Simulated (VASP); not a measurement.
# Zn (Pm-3m) in VASP: single point with PBE

Aim: the single point of Zn with PBE.

Program: VASP 6.6.1. These are calculated values, not measurements. Logs are shortened: lines on timing, memory, paths and dates and some standing lists are left out, and cuts for length are marked.

## (1) The crystal as given

It takes space group Pm-3m (No. 221, cubic). Conventional cell: a = 2.634 Å, b = 2.634 Å, c = 2.634 Å, α = 90.00°, β = 90.00°, γ = 90.00°. Zn (site symmetry m-3m) has 6 Zn at 2.63 Å as nearest neighbours.

The cell was built by a generator and needn't be a form met in nature.

## (2) Single point, PBE

INCAR

```
  PREC = Accurate
  ENCUT = 520
  EDIFF = 1E-7
  ISMEAR = -1
  SIGMA = 0.13605693000000002
  LREAL = F
  LASPH = T
  NELM = 80
  ALGO = Normal
  ISIF = 2
  LWAVE = F
  LCHARG = F
  GGA = PE
  NBANDS = 12
```

KPOINTS

```
regular mesh
0
Gamma
  12 12 12
```

POSCAR

```
Zn
1.0
    2.6343566320      0.0000000000      0.0000000000
    0.0000000000      2.6343566320      0.0000000000
    0.0000000000      0.0000000000      2.6343566320
Zn
1
Direct
    0.0000000000      0.0000000000      0.0000000000
```

Potentials or basis: VASP PAW PBE potentials, release 64 (Zn).

Run with:

```sh
$ cat potpaw_PBE.64/Zn/POTCAR > POTCAR
$ mpirun -np 1 vasp_std > vasp.out
```

OUTCAR:

```text
PREC = Accurate
   ENCUT = 520
   EDIFF = 1E-7
   ISMEAR = -1
   LREAL = F
   LASPH = T
   NELM = 80
   ISIF = 2
   GGA = PE

 ion  position               nearest neighbor table
   1  0.000  0.000  0.000-

  LATTYP: Found a simple cubic cell.
 ALAT       =     2.6343566320

  Lattice vectors:

 A1 = (   2.6343566320,   0.0000000000,   0.0000000000)
 A2 = (   0.0000000000,   2.6343566320,   0.0000000000)
 A3 = (   0.0000000000,   0.0000000000,   2.6343566320)

Analysis of symmetry for initial positions (statically):
=====================================================================
 Subroutine PRICEL returns:
 Original cell was already a primitive cell.

 Routine SETGRP: Setting up the symmetry group for a
 simple cubic supercell.

 Subroutine GETGRP returns: Found 48 space group operations
 (whereof 48 operations were pure point group operations)
 out of a pool of 48 trial point group operations.

The static configuration has the point symmetry O_h .

Analysis of symmetry for dynamics (positions and initial velocities):
=====================================================================
 Subroutine PRICEL returns:
 Original cell was already a primitive cell.

 Routine SETGRP: Setting up the symmetry group for a
 simple cubic supercell.

 Subroutine GETGRP returns: Found 48 space group operations
 (whereof 48 operations were pure point group operations)
 out of a pool of 48 trial point group operations.

The dynamic configuration has the point symmetry O_h .

 Subroutine INISYM returns: Found 48 space group operations
 (whereof 48 operations are pure point group operations),
 and found     1 'primitive' translations

----------------------------------------------------------------------------------------

                                     Primitive cell

  volume of cell :      18.2820

  direct lattice vectors                    reciprocal lattice vectors
     2.634356632  0.000000000  0.000000000     0.379599325  0.000000000  0.000000000
     0.000000000  2.634356632  0.000000000     0.000000000  0.379599325  0.000000000
     0.000000000  0.000000000  2.634356632     0.000000000  0.000000000  0.379599325

  length of vectors
     2.634356632  2.634356632  2.634356632     0.379599325  0.379599325  0.379599325

  position of ions in fractional coordinates (direct lattice)
     0.000000000  0.000000000  0.000000000

  ion indices of the primitive-cell ions
   primitive index   ion index
                 1           1

----------------------------------------------------------------------------------------

 KPOINTS: regular mesh

Automatic generation of k-mesh.
 Grid dimensions read from file:
 generate k-points for:   12   12   12

 Generating k-lattice:

  Cartesian coordinates                     Fractional coordinates (reciprocal lattice)
     0.031633277  0.000000000  0.000000000     0.083333333  0.000000000  0.000000000
     0.000000000  0.031633277  0.000000000     0.000000000  0.083333333  0.000000000
     0.000000000  0.000000000  0.031633277     0.000000000  0.000000000  0.083333333

  Length of vectors
     0.031633277  0.031633277  0.031633277

  Shift w.r.t. Gamma in fractional coordinates (k-lattice)
     0.000000000  0.000000000  0.000000000

 Subroutine IBZKPT returns following result:
 ===========================================

 Found     84 irreducible k-points:

 Following reciprocal coordinates:
            Coordinates               Weight
  0.000000  0.000000  0.000000      1.000000
  0.083333  0.000000  0.000000      6.000000
  0.166667  0.000000  0.000000      6.000000
  0.250000  0.000000  0.000000      6.000000
  0.333333  0.000000  0.000000      6.000000
  0.416667  0.000000  0.000000      6.000000
[... 16 lines left out ...]
  0.333333  0.333333  0.000000     12.000000
  0.416667  0.333333  0.000000     24.000000
 [... further k-points ...]
   k-points           NKPTS =     84   k-points in BZ     NKDIM =     84   number of bands    NBANDS=     12
   number of dos      NEDOS =    301   number of ions     NIONS =      1
   total plane-waves  NPLWV =   8000
   dimension x,y,z NGX =    20 NGY =   20 NGZ =   20
   dimension x,y,z NGXF=    40 NGYF=   40 NGZF=   40
   ions per type =               1
   NGX,Y,Z   is equivalent  to a cutoff of  12.62, 12.62, 12.62 a.u.
   NGXF,Y,Z  is equivalent  to a cutoff of  25.24, 25.24, 25.24 a.u.
 SYSTEM =  unknown system
   PREC   = accura    normal or accurate (medium, high low for compatibility)
   ISTART =      0    job   : 0-new  1-cont  2-samecut
   ICHARG =      2    charge: 1-file 2-atom 10-const
   ISPIN  =      1    spin polarized calculation?
   LNONCOLLINEAR =      F non collinear calculations
   LSORBIT =      F    spin-orbit coupling
   LASPH  =      T    aspherical Exc in radial PAW
   ENCUT  =  520.0 eV  38.22 Ry    6.18 a.u.   4.90  4.90  4.90*2*pi/ulx,y,z
   NELM   =     80;   NELMIN=  2; NELMDL= -5     # of ELM steps
   EDIFF  = 0.1E-06   stopping-criterion for ELM
   LREAL  =      F    real-space projection
   EDIFFG = 0.1E-05   stopping-criterion for IOM
   NSW    =      0    number of steps for IOM
   IBRION =     -1    ionic relax: 0-MD 1-quasi-New 2-CG
   NFREE  =      0    steps in history (QN), initial steepest desc. (CG)
   ISIF   =      2    stress and relaxation
   ISYM   =      2    0-nonsym 1-usesym 2-fastsym
   POTIM  = 0.5000    time-step for ionic-motion
   TEBEG  =    0.0;   TEEND  =   0.0 temperature during run
   PSTRESS=    0.0 pullay stress
   NELECT =      12.0000    total number of electrons
   NUPDOWN=      -1.0000    fix difference up-down
   EMIN   =  10.00;   EMAX   =-10.00  energy-range for DOS
   EFERMI =   0.00;   METHOD = LEGACY
   ISMEAR =    -1;   SIGMA  =   0.14  broadening in eV -4-tet -1-fermi 0-gaus
   EFERMI_NEDOS =   21; number of points for ismear=-14 and -15
   IALGO  =     38    algorithm
   IMIX   =      4    mixing-type and parameters
     AMIX     =   0.40;   BMIX     =  1.00
     AMIX_MAG =   1.60;   BMIX_MAG =  1.00
  volume/ion in A,a.u.               =      18.28       123.37
  Fermi-wavevector in a.u.,A,eV,Ry     =   1.422746  2.688600 27.540993  2.024206
  Thomas-Fermi vector in A             =   2.543417
   LORBIT       =      0    0 simple, 1 ext, 2 COOP (PROOUT), +10 PAW based schemes
   GGA     = PE    functional components
   LHFCALC =     F    Hartree Fock is set to
   AEXX    =    0.0000 exact exchange contribution
   IVDW    =     0    specifies the selected vdW correction
   LEPSILON=     F    determine dielectric tensor
   LRPA    =     F    only Hartree local field effects (RPA)
 non-spin polarized calculation
  energy-cutoff  :      520.00
  volume of cell :       18.28
 maximum number of plane-waves:       512
 NGX is ok and might be reduce to    20
   NGX =  9   NGY =  9   NGZ =  9

 number of electron      12.0000015 magnetization

 Free energy of the ion-electron system (eV)
  ---------------------------------------------------
  ext. energy  EPLUGINS =         0.00000000
  ---------------------------------------------------
  free energy    TOTEN  =        -0.88805681 eV

  energy without entropy =       -0.86458404  energy(sigma->0) =       -0.87632043

 E-fermi :   1.7349     XC(G=0): -10.5478

 val. band max:        1.7339262585   @ k =   0.4167   0.3333   0.3333
 cond. band min:       1.7453315249   @ k =   0.4167   0.1667   0.0833
 fundamental gap:      0.0114052664
 Fermi energy:         1.7348961161

 k-point     1 :       0.0000    0.0000    0.0000
  band No.  band energies     occupation
      1      -7.1807      2.00000
      2      -6.1268      2.00000
      3      -6.1268      2.00000
      4      -4.9911      2.00000
      5      -4.9911      2.00000
      6      -4.9911      2.00000
      7      13.9182      0.00000
      8      13.9182      0.00000
      9      13.9182      0.00000
     10      16.8261      0.00000
     11      16.8261      0.00000
     12      19.4807      0.00000

 k-point     2 :       0.0833    0.0000    0.0000
  band No.  band energies     occupation
      1      -7.0293      2.00000
      2      -6.1187      2.00000
      3      -6.0835      2.00000
      4      -5.0141      2.00000
      5      -5.0141      2.00000
      6      -4.9892      2.00000
      7      11.8059      0.00000
      8      14.0952      0.00000
      9      14.0952      0.00000
     10      16.9406      0.00000
     11      18.1603      0.00000
     12      20.6023      0.00000

 k-point     3 :       0.1667    0.0000    0.0000
  band No.  band energies     occupation
      1      -6.6223      2.00000
      2      -6.0966      2.00000
      3      -5.9145      2.00000
      4      -5.0760      2.00000
      5      -5.0760      2.00000
      6      -4.9840      2.00000
      7       8.8214      0.00000
      8      14.6161      0.00000
      9      14.6161      0.00000
     10      17.2867      0.00000
     11      18.8477      0.00000
     12      23.9017      0.00000

 k-point     4 :       0.2500    0.0000    0.0000
  band No.  band energies     occupation
      1      -6.2291      2.00000
      2      -6.0662      2.00000
      3      -5.3729      2.00000
      4      -5.1593      2.00000
      5      -5.1593      2.00000
      6      -4.9768      2.00000
      7       5.9704      0.00000
      8      15.4500      0.00000
      9      15.4500      0.00000
     10      17.8724      0.00000
     11      19.3789      0.00000
     12      27.1554      0.00000

 k-point     5 :       0.3333    0.0000    0.0000
  band No.  band energies     occupation
      1      -6.0421      2.00000
      2      -6.0357      2.00000
      3      -5.2410      2.00000
      4      -5.2410      2.00000
      5      -4.9697      2.00000
      6      -4.2997      2.00000
      7       3.3536      0.00001
      8      16.5332      0.00000
      9      16.5332      0.00000
     10      18.7093      0.00000
     11      19.9949      0.00000
     12      24.8646      0.00000

 k-point     6 :       0.4167    0.0000    0.0000
  band No.  band energies     occupation
      1      -6.0133      2.00000
      2      -5.9461      2.00000
      3      -5.2998      2.00000
      4      -5.2998      2.00000
      5      -4.9644      2.00000
      6      -2.8473      2.00000
      7       1.0017      1.99091
      8      17.6983      0.00000
      9      17.6983      0.00000
     10      19.8105      0.00000
     11      20.6104      0.00000
     12      22.8843      0.00000

 k-point     7 :       0.5000    0.0000    0.0000
  band No.  band energies     occupation
      1      -6.0051      2.00000
      2      -5.9141      2.00000
      3      -5.3211      2.00000
      4      -5.3211      2.00000
      5      -4.9625      2.00000
      6      -1.1556      2.00000
      7      -0.9876      2.00000
      8      18.3423      0.00000
      9      18.3423      0.00000
     10      20.9089      0.00000
     11      21.0739      0.00000
     12      21.3268      0.00000

 k-point     8 :       0.0833    0.0833    0.0000
  band No.  band energies     occupation
      1      -6.8779      2.00000
      2      -6.0918      2.00000
      3      -6.0608      2.00000
      4      -5.0359      2.00000
      5      -5.0147      2.00000
      6      -5.0093      2.00000
      7      11.7206      0.00000
      8      12.2415      0.00000
      9      14.2720      0.00000
     10      17.6295      0.00000
     11      19.5227      0.00000
     12      21.1099      0.00000
[... 166 lines left out ...]
 k-point    20 :       0.3333    0.2500    0.0000
  band No.  band energies     occupation
      1      -5.9487      2.00000
      2      -5.6656      2.00000
      3      -5.4143      2.00000
      4      -5.2164      2.00000
      5      -5.1255      2.00000
      6      -3.0362      2.00000
      7       4.5660      0.00000
      8       8.6230      0.00000
      9      15.9727      0.00000
     10      18.0793      0.00000
     11      20.6518      0.00000
     12      26.6315      0.00000

 k-point    21 :       0.4167    0.2500    0.0000
  band No.  band energies     occupation
      1      -5.9141      2.00000
      2      -5.7279      2.00000
      3      -5.3319      2.00000
      4      -5.2721      2.00000
      5      -5.1182      2.00000
      6      -1.6066      2.00000
      7       2.2955      0.03197
      8       9.8013      0.00000
      9      13.9171      0.00000
     10      19.2855      0.00000
     11      21.6243      0.00000
     12      24.6330      0.00000

 k-point    22 :       0.5000    0.2500    0.0000
  band No.  band energies     occupation
      1      -5.9018      2.00000
      2      -5.7504      2.00000
      3      -5.3046      2.00000
      4      -5.2925      2.00000
      5      -5.1154      2.00000
      6      -0.1945      2.00000
      7       0.5967      1.99953
      8      10.6825      0.00000
      9      12.7478      0.00000
     10      19.9854      0.00000
     11      22.3553      0.00000
     12      23.6656      0.00000

 k-point    23 :       0.3333    0.3333    0.0000
  band No.  band energies     occupation
      1      -5.9056      2.00000
      2      -5.7975      2.00000
      3      -5.2104      2.00000
      4      -5.1953      2.00000
      5      -5.1919      2.00000
      6      -1.9931      2.00000
      7       4.7951      0.00000
      8       6.8156      0.00000
      9      13.5729      0.00000
     10      19.1883      0.00000
     11      21.4881      0.00000
     12      26.5218      0.00000

 k-point    24 :       0.4167    0.3333    0.0000
  band No.  band energies     occupation
      1      -5.8915      2.00000
      2      -5.8708      2.00000
      3      -5.2583      2.00000
      4      -5.1932      2.00000
      5      -5.0516      2.00000
      6      -0.6188      2.00000
      7       3.1606      0.00006
      8       7.3416      0.00000
      9      11.5354      0.00000
     10      20.4214      0.00000
     11      22.5267      0.00000
     12      25.4784      0.00000

 [... further k-points ...]
[... 5 lines left out ...]
  --------------------------------------------------------------------------------------
  -------------------------------------------------------------------------------------
  Total       -0.0047829     -0.0047829     -0.0047829     -0.0000000      0.0000000      0.0000000
  in kB       -0.4191583     -0.4191583     -0.4191583     -0.0000000      0.0000000      0.0000000
  external PRESSURE =      -0.4191583 kB  Pullay stress =       0.0000000 kB

 VOLUME and BASIS-vectors are now :
 -----------------------------------------------------------------------------
  energy-cutoff  :      520.00
  volume of cell :       18.28
      direct lattice vectors                 reciprocal lattice vectors
     2.634356632  0.000000000  0.000000000     0.379599325  0.000000000  0.000000000
     0.000000000  2.634356632  0.000000000     0.000000000  0.379599325  0.000000000
     0.000000000  0.000000000  2.634356632     0.000000000  0.000000000  0.379599325

 POSITION                                       TOTAL-FORCE (eV/Angst)
 -----------------------------------------------------------------------------------
      0.00000      0.00000      0.00000         0.000000      0.000000      0.000000
 -----------------------------------------------------------------------------------
    total drift:                                0.000000      0.000000      0.000000

  FREE ENERGIE OF THE ION-ELECTRON SYSTEM (eV)
  ---------------------------------------------------
  free  energy   TOTEN  =        -0.8880568117 eV

  energy  without entropy=       -0.8645840390  energy(sigma->0) =       -0.87632043
```

It took 10 s on 1 thread of Intel Xeon Platinum 8259CL at 2.50GHz (Skylake/Cascade Lake), shared host; peak memory 0.13 GiB.

What came out:

```
Free energy            : -0.8881 eV
Pressure               : 0.0 GPa
Band gap on the k mesh : none (metal or under the smearing width)
```
